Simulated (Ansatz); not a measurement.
# Zn (Im-3m) in Ansatz: notebook

The runs below take Zn through phonons, elastic constants, with PBE, PBEsol.

Program: Ansatz 0.2.0. These are calculated values, not measurements. Logs are shortened: lines on timing, memory, paths and dates and some standing lists are left out, and cuts for length are marked.

**1. The structure**

The structure is cubic, space group Im-3m (No. 229). The conventional cell has a = 3.138 Å, b = 3.138 Å, c = 3.138 Å, α = 90.00°, β = 90.00°, γ = 90.00°. Zn (site symmetry m-3m) has 8 Zn at 2.72 Å as nearest neighbours.

This isn't the form of Zn at room conditions, which is hcp.

**2. Phonons, PBE**

Contents of input.yaml:

```yaml
crystal:
  lattice:
    - [-1.569037, 1.569037, 1.569037]
    - [1.569037, -1.569037, 1.569037]
    - [1.569037, 1.569037, -1.569037]
  atoms:
    - { symbol: Zn, position: [0.0, 0.0, 0.0] }
hamiltonian:
  xc: pbe
  pseudopotentials: { kind: paw }
kpoints:
  mp_grid: { grid: [9, 9, 9] }
scf:
  occupations: { method: fermi_dirac, width: 0.05 }
phonons:
  method: dfpt
```

Potentials or basis: Ansatz PAW.

Run with:

```sh
> ansatz run input.yaml --threads 2 --pin off --max-ram 5632MiB --backend cpu --events-out ev --progress --plain --runs-dir out
```

Standard output:

```text
Warning: RAYON_NUM_THREADS=2 ignored (pool sized by the plan → 2); use --threads N
Engine: ansatz 0.2.0, aarch64-unknown-linux-gnu
Pseudopotentials: kind: paw
Pseudopotential: Zn, paw, valence charge 12, recommended cutoff 420 eV (normal), Zn.paw.azcp
Functional definition: PBE
  parameter kappa = 0.804
  parameter beta = 0.06672455060314922
  exchange = pbe_x(kappa = kappa, mu = beta*pi^2/3)
  correlation = pbe_c(beta = beta)
Crystal: 1 atoms, lattice volume = 15.451 Å³
Basis set: ecut = 420 eV, 321 PW (Γ), exchange–correlation on 40×40×40 points (8 copies of the dense FFT grid, shifted against one another)
Bands: 10, of which v1, the nominal top of the filled ones, is band 6 counted from 1 (5 counted from 0)
Symmetry: 48 space group operations
k-points: 75 of 729 (irreducible under 8 space group operations, time reversal used)
Non-local potential: Zn, projectors of the file, l = 0: 2, l = 1: 2, l = 2: 3, l = 3: 1
PAW form: soft (Blöchl's): semilocal exchange-correlation on the pseudo side does not see the compensation charge
PAW one-centre angular grid: Zn, 590 points (default); XC on 64 Gauss nodes
Initial density: superposition of atomic densities (neutral atoms: chi_scale 0, normalization atom), corrected by the library's trained network
Initial wavefunctions: pseudopotential atomic-orbital guess
Functional: x = pbe(κ = 0.804, μ = 0.2195149727645171), c = pbe(β = 0.06672455060314922)
SCF iter   1: F=—  HF=-3318.934878 eV  |F-HF|=—  |Δ(HF+E_count)|=         —  Δρ=3.23e-3  dr2=8.76e-4  ethr=1.77e-3  ⟨swp⟩=5.1  Hψ=4876  notcnv=0
preconditioner: auto → none  [insulator: Δε(μ)=0.337 eV  Ē_g=17.158 eV  σ=0.050 eV  W_gap=0.92  n_scr=0 (ndim 8)  ℏωp=32.7 eV  f_vac=0.000  D(μ)=0.14/eV (n_scr^D=0)  ε∞_Penn≈4.6]
SCF iter   2: F=—  HF=-3318.934799 eV  |F-HF|=—  |Δ(HF+E_count)|=   7.90e-5  Δρ=2.27e-3  dr2=4.39e-4  ethr=7.30e-6  ⟨swp⟩=2.0  Hψ=1975  notcnv=0  defer=3
SCF iter   3: F=—  HF=-3318.934547 eV  |F-HF|=—  |Δ(HF+E_count)|=   2.52e-4  Δρ=2.87e-4  dr2=5.14e-6  ethr=3.66e-6  ⟨swp⟩=2.0  Hψ=1130  notcnv=0  defer=3
SCF iter   4: F=—  HF=-3318.934549 eV  |F-HF|=—  |Δ(HF+E_count)|=   1.99e-6  Δρ=2.19e-4  dr2=3.61e-6  ethr=4.28e-8  ⟨swp⟩=2.1  Hψ=1208  notcnv=0  defer=3
SCF iter   5: F=—  HF=-3318.934549 eV  |F-HF|=—  |Δ(HF+E_count)|=   1.69e-7  Δρ=2.19e-5  dr2=2.61e-8  ethr=3.01e-8  ⟨swp⟩=2.0  Hψ=1111  notcnv=0  defer=3
SCF iter   6: F=—  HF=-3318.934549 eV  |F-HF|=—  |Δ(HF+E_count)|=   3.24e-8  Δρ=6.91e-6  dr2=4.23e-9  ethr=2.18e-10  ⟨swp⟩=2.0  Hψ=1198  notcnv=0  defer=3
SCF iter   7: F=—  HF=-3318.934549 eV  |F-HF|=—  |Δ(HF+E_count)|=  7.55e-11  Δρ=4.59e-6  dr2=1.89e-9  ethr=3.52e-11  ⟨swp⟩=1.0  Hψ=753  notcnv=0  defer=3
SCF iter   8: F=—  HF=-3318.934549 eV  |F-HF|=—  |Δ(HF+E_count)|=  5.03e-10  Δρ=1.46e-6  dr2=1.89e-10  ethr=1.57e-11  ⟨swp⟩=2.2  Hψ=1189  notcnv=0  defer=3
SCF iter   9: F=-3318.934549 eV  HF=-3318.934549 eV  |F-HF|=9.09e-12  |Δ(HF+E_count)|=  5.55e-11  Δρ=3.19e-7  dr2=8.90e-12  ethr=1.00e-12  ⟨swp⟩=4.0  Hψ=3454  notcnv=0
SCF 1 converged in 9 iterations: F = -3318.934549 eV  dr2 = 8.90e-12
DFPT response loops at Γ: preconditioner auto → Kerker (q_TF=auto, 2.616 Å⁻¹) (partly filled bands, converged f_vac=0.000); β = 1.00, the filter's whole step (`scf.mixing.beta` (0.50) is not read by the response loops under this deck's `scf.mixing.preconditioner`; to damp them name `kerker` or `kerker_dos`, under which they read `scf.mixing.beta`, and type it under 1.00, their step now; both keys bind the ground state too); Broyden in place of MSR1
SCF converged after 9 iterations
Free energy (F): -3318.934549 eV
Harris-Foulkes:  -3318.934549 eV  (|F-HF|=9.09e-12)
Internal energy: -3318.932981 eV  (E = F + TS)
E sigma→0 (E₀):  -3318.933765 eV
Entropy (-TS):   -0.001568 eV (-1.568 meV/atom)
Fermi energy:    10.936870 eV
--- Per-component energies (eV) ---
  E_band       = 47.009317
  E_kinetic    = 130.787793
  E_local      = -1541.341619  (includes V_loc(G=0)·N_el)
  E_nonlocal   = 611.029297
  E_hartree    = 645.663350
  E_xc         = -137.498269
  E_vxc        = -52.319645  (∫ρ·V_xc dr)
  E_paw        = -1825.222888  (= ΣΔE_a)
  E_vpaw       = -392.473060  (= ΣTr[D̂ρ^β])
  E_aug_tail   = -0.000303  (compensation charges beyond the density's cutoff)
  E_ewald      = -1202.350342
  E_smearing   = -0.001568  (= −TS)
  E_closure    = 0.000000  (closes the sum)
  Σ components = -3318.934549   (vs F -3318.934549, Δ=0.00e0)
--- Band table (eV; the first three rows and the last of 75) ---
  k-point 0: bands = ["0.5596", "3.1613", "3.1613", "3.1613", "3.6594", "3.6594", "29.8392", "29.8392", "29.8392", "31.2518"]
  k-point 1: bands = ["0.9451", "3.1259", "3.1710", "3.2506", "3.6287", "3.6617", "25.6275", "27.7195", "28.2835", "29.4698"]
  k-point 2: bands = ["1.9670", "3.0367", "3.2969", "3.4852", "3.5914", "3.6691", "20.1900", "25.1662", "26.0335", "27.7580"]
  k-point 74: bands = ["2.6476", "2.6562", "3.8647", "3.8647", "3.8906", "13.2280", "15.3145", "15.3145", "18.7562", "19.5391"]
--- Phonons (Γ-DFPT): 1 representative perturbation + reference, on 75 of 729 k-points (Σ response iterations 4) ---
  k mesh reduced under 8 symmetry operations, with k and −k counted as one. Each operation leaves every solved perturbation unchanged. A smaller set is not used because it would not reduce the number of displacements times k-points to solve
  ASR residual: 1.106e-4 → 0.000e0 eV/Å²; symmetrization residual: 8.132e-20 eV/Å²
  ASR residual per site (eV/Å²): 1.11e-4
  Γ frequencies (cm⁻¹): 0.00 0.00 0.00
  non-analytic LO–TO correction: not included (Born effective charges unavailable; polar crystals: no LO–TO splitting at Γ)
```

Wall time 1.4 s (2 threads of Arm Neoverse V2, shared host); peak memory 0.31 GiB.

Results:

```
Free energy            : -3318.9345 eV
Band gap on the k mesh : none (metal or under the smearing width)
```

**3. Elastic constants, PBE**

input.yaml, as its differences from that of step 2:

```diff
@@ -14,3 +14,7 @@
   occupations: { method: fermi_dirac, width: 0.05 }
-phonons:
-  method: dfpt
+output:
+  forces: true
+  stress: true
+elastic:
+  mode: clamped_ion
+  stencil: two_point
```

Potentials or basis: Ansatz PAW.

Run with:

```sh
> ansatz run input.yaml --threads 2 --pin off --max-ram 5632MiB --backend cpu --events-out ev --progress --plain --runs-dir out
```

Standard output:

```text
Warning: RAYON_NUM_THREADS=2 ignored (pool sized by the plan → 2); use --threads N
Engine: ansatz 0.2.0, aarch64-unknown-linux-gnu
Pseudopotentials: kind: paw
Pseudopotential: Zn, paw, valence charge 12, recommended cutoff 420 eV (normal), Zn.paw.azcp
Functional definition: PBE
  parameter kappa = 0.804
  parameter beta = 0.06672455060314922
  exchange = pbe_x(kappa = kappa, mu = beta*pi^2/3)
  correlation = pbe_c(beta = beta)
Crystal: 1 atoms, lattice volume = 15.451 Å³
Basis set: ecut = 420 eV, 321 PW (Γ), exchange–correlation on 40×40×40 points (8 copies of the dense FFT grid, shifted against one another)
Bands: 10, of which v1, the nominal top of the filled ones, is band 6 counted from 1 (5 counted from 0)
Symmetry: 48 space group operations
Space group: Im-3m (ITA 229), of the structure as read, at distance tolerance 2.5e-5 Å
k-points: 35 of 729
Non-local potential: Zn, projectors of the file, l = 0: 2, l = 1: 2, l = 2: 3, l = 3: 1
[... 101 lines left out ...]
  dense FFT box of the reference and of every strained cell: 20×20×20
  strains applied: 11, 23; error gains: componentwise 1.00 (the most a stress slope's error grows in a printed constant), spectral 1.73 (1 for all six strains in a standard setting)
  C = ∂σ_k/∂η_j (tension-positive GPa; Voigt order 11 22 33 23 13 12):
       104.802     46.794     46.794     -0.000      0.000      0.000
        46.794    104.802     46.794      0.000      0.000      0.000
        46.794     46.794    104.802      0.000      0.000      0.000
        -0.000      0.000      0.000     21.667      0.000     -0.000
         0.000     -0.000      0.000     -0.000     21.667      0.000
         0.000     -0.000     -0.000     -0.000     -0.000     21.667
  reference stress σ⁰ (GPa):      0.593      0.593      0.593      0.000     -0.000      0.000
  C* (energy form; C + prestress term) asymmetry max|C*_kj − C*_jk| = 2.132e-14 GPa — a small one proves nothing (zero by symmetry where the batch's group is 432, −43m or m−3m); a large one is finite-difference/SCF noise where every solve meets its electron count
  moduli (Voigt/Reuss/Hill, GPa): K = 66.13/66.13/66.13   G = 24.60/24.11/24.35   E = 65.07   ν = 0.336
  mechanically stable: yes (min eigenvalue of sym C = 21.67 GPa)
  strain η (Voigt 11):  stress-route row diagonal C_11 = 104.80 GPa, energy-path curvature d²(F+E_count+ΔE)/dδ²/Ω₀ = 109.32 GPa
         δ    σ_11 (GPa)             F (eV)   n_scf  n_hpsi   n_pw
    -2.000e-3       0.3942       -3318.9346418       7   16041    321
     2.000e-3       0.8134       -3318.9344051       7   16886    321
  strain η (Voigt 23):  stress-route row diagonal C_44 = 21.67 GPa, energy-path curvature d²(F+E_count+ΔE)/dδ²/Ω₀ = 26.15 GPa
         δ    σ_23 (GPa)             F (eV)   n_scf  n_hpsi   n_pw
    -2.000e-3      -0.0433       -3318.9345403       7   26154    321
     2.000e-3       0.0433       -3318.9345403       7   28196    321
```

elastic.tsv:

```text
# convention: tension-positive GPa; Voigt order 11 22 33 23 13 12; engineering shear strains; stresses and constants hold the Pulay correction, whose part of sigma0, of c and of each member's stress the lines and columns named pulay_correction_..._gpa give (of c_energy it is that of c and, on the columns of strains 1 to 3, that of sigma0; of a layer's constants it is that of c in the plane, times a tenth of its plane spacing in ang); where a line pulay_correction_withheld stands none holds it
[... 15 lines left out ...]
6	1.1699793301e-28	-1.1593831147e-28	-1.9721522631e-31	-1.2755308960e-29	-2.9650609966e-47	2.1667207507e1	3.7057778929e-16	3.7057778929e-16	3.7057778929e-16	-1.2755308960e-29	-2.9650609966e-47	2.1667207507e1	-2.7425242408e-31	2.7252985711e-31	-4.3790577010e-47	9.2874235515e-35	1.3866695600e-32	-1.5069706291e-2
```

Wall time 2.8 s (2 threads of Arm Neoverse V2, shared host); peak memory 0.28 GiB.

Results:

* Free energy: -3318.9345 eV
* Pressure: -0.6 GPa
* Band gap on the k mesh: none (metal or under the smearing width)
* Elastic constants C11, C12, C44: 105, 47, 22 GPa
* Voigt bulk modulus: 66 GPa

Elastic tensor in Voigt notation (GPa, in the Cartesian axes of the cell as first typed):
```
105  47  47   0   0   0
 47 105  47   0   0   0
 47  47 105   0   0   0
  0   0   0  22   0   0
  0   0   0   0  22   0
  0   0   0   0   0  22
```

Caveat: elastic constants of metals need much finer meshes, so these are rough.

**4. Phonons, PBEsol**

input.yaml, as its differences from that of step 3:

```diff
@@ -8,3 +8,3 @@
 hamiltonian:
-  xc: pbe
+  xc: pbesol
   pseudopotentials: { kind: paw }
@@ -14,7 +14,3 @@
   occupations: { method: fermi_dirac, width: 0.05 }
-output:
-  forces: true
-  stress: true
-elastic:
-  mode: clamped_ion
-  stencil: two_point
+phonons:
+  method: dfpt
```

Potentials or basis: Ansatz PAW.

Run with:

```sh
> ansatz run input.yaml --threads 2 --pin off --max-ram 5632MiB --backend cpu --events-out ev --progress --plain --runs-dir out
```

Standard output:

```text
Warning: RAYON_NUM_THREADS=2 ignored (pool sized by the plan → 2); use --threads N
Engine: ansatz 0.2.0, aarch64-unknown-linux-gnu
Pseudopotentials: kind: paw
Pseudopotential: Zn, paw, valence charge 12, recommended cutoff 420 eV (normal), Zn.paw.azcp
Functional definition: PBEsol
  exchange = pbesol_x
  correlation = pbesol_c
Crystal: 1 atoms, lattice volume = 15.451 Å³
Basis set: ecut = 420 eV, 321 PW (Γ), exchange–correlation on 40×40×40 points (8 copies of the dense FFT grid, shifted against one another)
Bands: 10, of which v1, the nominal top of the filled ones, is band 6 counted from 1 (5 counted from 0)
Symmetry: 48 space group operations
k-points: 75 of 729 (irreducible under 8 space group operations, time reversal used)
Non-local potential: Zn, projectors of the file, l = 0: 2, l = 1: 2, l = 2: 3, l = 3: 1
PAW form: soft (Blöchl's): semilocal exchange-correlation on the pseudo side does not see the compensation charge
PAW frozen core: Zn, regenerated for the run's functional, and the local potential with it (the file was generated under x = pbe(κ = 0.804, μ = 0.2195149727645171), c = pbe(β = 0.06672455060314922))
PAW one-centre angular grid: Zn, 590 points (default); XC on 64 Gauss nodes
Initial density: superposition of atomic densities (neutral atoms: chi_scale 0, normalization atom), corrected by the library's trained network
Initial wavefunctions: pseudopotential atomic-orbital guess
Functional: x = pbesol(κ = 0.804, μ = 0.12345679012345678), c = pbesol(β = 0.046)
SCF iter   1: F=—  HF=-3280.781279 eV  |F-HF|=—  |Δ(HF+E_count)|=         —  Δρ=2.21e-3  dr2=3.85e-4  ethr=1.77e-3  ⟨swp⟩=5.1  Hψ=4869  notcnv=0
preconditioner: auto → none  [insulator: Δε(μ)=0.342 eV  Ē_g=17.067 eV  σ=0.050 eV  W_gap=0.93  n_scr=0 (ndim 8)  ℏωp=32.7 eV  f_vac=0.000  D(μ)=0.14/eV (n_scr^D=0)  ε∞_Penn≈4.7]
SCF iter   2: F=—  HF=-3280.780937 eV  |F-HF|=—  |Δ(HF+E_count)|=   3.42e-4  Δρ=6.73e-4  dr2=3.50e-5  ethr=3.21e-6  ⟨swp⟩=2.0  Hψ=1980  notcnv=0  defer=3
SCF iter   3: F=—  HF=-3280.780911 eV  |F-HF|=—  |Δ(HF+E_count)|=   2.61e-5  Δρ=3.59e-4  dr2=8.65e-6  ethr=2.91e-7  ⟨swp⟩=2.0  Hψ=1200  notcnv=0  defer=3
SCF iter   4: F=—  HF=-3280.780930 eV  |F-HF|=—  |Δ(HF+E_count)|=   1.85e-5  Δρ=7.32e-4  dr2=4.66e-5  ethr=7.21e-8  ⟨swp⟩=2.0  Hψ=1210  notcnv=0  defer=3  recentre
SCF iter   5: F=—  HF=-3280.780917 eV  |F-HF|=—  |Δ(HF+E_count)|=   1.22e-5  Δρ=6.79e-5  dr2=1.36e-7  ethr=7.21e-8  ⟨swp⟩=2.0  Hψ=1198  notcnv=0  defer=3
SCF iter   6: F=—  HF=-3280.780916 eV  |F-HF|=—  |Δ(HF+E_count)|=   7.84e-7  Δρ=2.48e-5  dr2=3.62e-8  ethr=1.13e-9  ⟨swp⟩=2.1  Hψ=1160  notcnv=0  defer=3
SCF iter   7: F=—  HF=-3280.780917 eV  |F-HF|=—  |Δ(HF+E_count)|=   3.17e-8  Δρ=9.19e-6  dr2=6.74e-9  ethr=3.01e-10  ⟨swp⟩=2.8  Hψ=1256  notcnv=0  defer=3
SCF iter   8: F=—  HF=-3280.780917 eV  |F-HF|=—  |Δ(HF+E_count)|=  6.76e-10  Δρ=8.95e-7  dr2=6.08e-11  ethr=5.62e-11  ⟨swp⟩=2.0  Hψ=1108  notcnv=0  defer=3
SCF iter   9: F=-3280.780917 eV  HF=-3280.780917 eV  |F-HF|=1.82e-12  |Δ(HF+E_count)|=  7.73e-12  Δρ=6.27e-8  dr2=2.92e-13  ethr=1.00e-12  ⟨swp⟩=5.3  Hψ=2906  notcnv=0
SCF 1 converged in 9 iterations: F = -3280.780917 eV  dr2 = 2.92e-13
DFPT response loops at Γ: preconditioner auto → Kerker (q_TF=auto, 2.616 Å⁻¹) (partly filled bands, converged f_vac=0.000); β = 1.00, the filter's whole step (`scf.mixing.beta` (0.50) is not read by the response loops under this deck's `scf.mixing.preconditioner`; to damp them name `kerker` or `kerker_dos`, under which they read `scf.mixing.beta`, and type it under 1.00, their step now; both keys bind the ground state too); Broyden in place of MSR1
SCF converged after 9 iterations
Free energy (F): -3280.780917 eV
Harris-Foulkes:  -3280.780917 eV  (|F-HF|=1.82e-12)
Internal energy: -3280.779352 eV  (E = F + TS)
E sigma→0 (E₀):  -3280.780134 eV
Entropy (-TS):   -0.001565 eV (-1.565 meV/atom)
Fermi energy:    10.751030 eV
--- Per-component energies (eV) ---
  E_band       = 45.129443
  E_kinetic    = 130.898339
  E_local      = -1542.929021  (includes V_loc(G=0)·N_el)
  E_nonlocal   = 612.348852
  E_hartree    = 644.750907
  E_xc         = -135.977475
  E_vxc        = -52.841858  (∫ρ·V_xc dr)
  E_paw        = -1788.317668  (= ΣΔE_a)
  E_vpaw       = -391.848358  (= ΣTr[D̂ρ^β])
  E_aug_tail   = -0.000298  (compensation charges beyond the density's cutoff)
  E_ewald      = -1202.350342
  E_core_change = 0.797355  (= ΣΔE_core)
  E_smearing   = -0.001565  (= −TS)
  E_closure    = -0.000000  (closes the sum)
  Σ components = -3280.780917   (vs F -3280.780917, Δ=0.00e0)
--- Band table (eV; the first three rows and the last of 75) ---
  k-point 0: bands = ["0.3709", "3.0093", "3.0093", "3.0093", "3.5122", "3.5122", "29.6282", "29.6282", "29.6282", "31.0715"]
  k-point 1: bands = ["0.7565", "2.9737", "3.0189", "3.0991", "3.4812", "3.5144", "25.4318", "27.5115", "28.0846", "29.2831"]
  k-point 2: bands = ["1.7820", "2.8840", "3.1410", "3.3348", "3.4434", "3.5219", "19.9990", "24.9588", "25.8393", "27.5721"]
  k-point 74: bands = ["2.4944", "2.5029", "3.7165", "3.7165", "3.7427", "13.0351", "15.1152", "15.1152", "18.5698", "19.3699"]
--- Phonons (Γ-DFPT): 1 representative perturbation + reference, on 75 of 729 k-points (Σ response iterations 4) ---
  k mesh reduced under 8 symmetry operations, with k and −k counted as one. Each operation leaves every solved perturbation unchanged. A smaller set is not used because it would not reduce the number of displacements times k-points to solve
  ASR residual: 1.020e-5 → 0.000e0 eV/Å²; symmetrization residual: 8.358e-20 eV/Å²
  ASR residual per site (eV/Å²): 1.02e-5
  Γ frequencies (cm⁻¹): 0.00 0.00 0.00
  non-analytic LO–TO correction: not included (Born effective charges unavailable; polar crystals: no LO–TO splitting at Γ)
```

Wall time 1.5 s (2 threads of Arm Neoverse V2, shared host); peak memory 0.31 GiB.

What came out:

```
Free energy            : -3280.7809 eV
Band gap on the k mesh : none (metal or under the smearing width)
```

Caveat: the PAW data sets come from PBE, with cores solved anew for the run's functional, which leaves a small shift of forces and pressure.

**5. Elastic constants, PBEsol**

input.yaml, as its differences from that of step 4:

```diff
@@ -14,3 +14,7 @@
   occupations: { method: fermi_dirac, width: 0.05 }
-phonons:
-  method: dfpt
+output:
+  forces: true
+  stress: true
+elastic:
+  mode: relaxed_ion
+  stencil: two_point
```

Run with:

```sh
> ansatz run input.yaml --threads 2 --pin off --max-ram 5632MiB --backend cpu --events-out ev --progress --plain --runs-dir out
```

It took 2.7 s on 2 threads of Arm Neoverse V2, shared host; peak memory 0.29 GiB.

Results (log left out):

- Free energy: -3280.7809 eV
- Pressure: -5.4 GPa
- Band gap on the k mesh: none (metal or under the smearing width)
- Elastic constants C11, C12, C44: 97, 37, 18 GPa
- Voigt bulk modulus: 57 GPa

Levels at points of the mesh, in eV from the Fermi level:
```csv
k point,band 4,band 5,band 6,band 7,band 8,band 9
"(0.00, 0.00, 0.00)",-7.74,-7.24,-7.24,18.88,18.88,18.88
```

Elastic tensor in Voigt notation (GPa, in the Cartesian axes of the cell as first typed):
```
97 37 37  0  0  0
37 97 37  0  0  0
37 37 97  0  0  0
 0  0  0 18  0  0
 0  0  0  0 18  0
 0  0  0  0  0 18
```

Caveat: the cell is more than 3 GPa from zero pressure, which shifts response properties; elastic constants of metals need much finer meshes, so these are rough; the PAW data sets come from PBE, with cores solved anew for the run's functional, which leaves a small shift of forces and pressure.

**6. Overview**

```tsv
task	level	atoms under strain	gap on the mesh (eV)	pressure (GPa)
phonons	PBE	-	none	-
elastic constants	PBE	clamped	none	-0.6
phonons	PBEsol	-	none	-
elastic constants	PBEsol	relaxed	none	-5.4
```

Alike in all rows: potentials or basis Ansatz PAW; no spin polarisation; cell as given; k mesh 9 × 9 × 9; cutoff (eV) 420; smearing fermi-dirac 0.05 eV.

Every run on the cell as given and a fine mesh finds a metal.

Caveats: elastic constants of metals need much finer meshes, so these are rough (some runs); the PAW data sets come from PBE, with cores solved anew for the run's functional, which leaves a small shift of forces and pressure (some runs); the cell is more than 3 GPa from zero pressure, which shifts response properties (some runs).

Absolute energies hang on the potentials; compare differences alone.
